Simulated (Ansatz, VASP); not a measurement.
# Ir in VASP and in Ansatz

INCAR

```
SYSTEM = Ir
ALGO = Normal ; EDIFF = 1E-6
ENCUT = 520 ; ISIF = 2
ISMEAR = -1 ; LASPH = .TRUE.
LCHARG = .FALSE. ; LREAL = .FALSE.
LWAVE = .FALSE. ; NBANDS = 16
NELM = 100 ; PREC = Accurate
SIGMA = 0.1
```

The input KPOINTS:

```
k-points
0
G
  15 15 8
  0 0 0
```

POSCAR

```
Ir
1.0
    2.7408973918      0.0000000000      0.0000000000
   -1.3704486959      2.3736867705      0.0000000000
    0.0000000000      0.0000000000      4.4488383875
Ir
2
Direct
    0.3333333333      0.6666666667      0.2500000000
    0.6666666667      0.3333333333      0.7500000000
```

Input for Ansatz:

```yaml
crystal:
  lattice:
    - [2.7408973918, 0.0, 0.0]
    - [-1.3704486959, 2.3736867705, 0.0]
    - [0.0, 0.0, 4.4488383875]
  atoms:
    - { symbol: Ir, position: [0.3333333333, 0.6666666667, 0.25] }
    - { symbol: Ir, position: [0.6666666667, 0.3333333333, 0.75] }
hamiltonian:
  xc: lda
  pseudopotentials:
    kind: paw
    azcp:
      Ir: "pseudopotentials/Ir.paw.azcp"
basis:
  ecutwfc: 420
  fft_grid_basis: typed
kpoints:
  mp_grid: { grid: [15, 15, 8], shift: [0, 0, 0] }
magnetization:
  spin_polarized: false
scf:
  occupations: { method: fermi_dirac, width: 0.1 }
  lower_state_search: "off"
output:
  stress: true
```

Alike in both runs: task single point; functional LDA; k mesh 15 × 15 × 8; occupations fermi-dirac, width 0.1 eV; no spin polarisation.

```csv
,VASP,Ansatz
version,VASP 6.6.1,Ansatz 0.2.0
potentials or method,"VASP PAW LDA potentials, release 64 (Ir)","plane waves (420 eV) with PAW, scalar-relativistic"
plane-wave cutoff (eV),520,420
valence electrons in the cell,18,34
```

```csv
,VASP,Ansatz,Ansatz less VASP
pressure (GPa),-12.2,-14.3,-2.14
largest component of the traceless stress (GPa),0.39,0.41,+0.025
```

The two sets of potentials don't hold the same shells in valence. Ansatz warned: «pseudo_functional_mismatch».

The runs have no spin-orbit coupling, so splittings on Ir are missing.
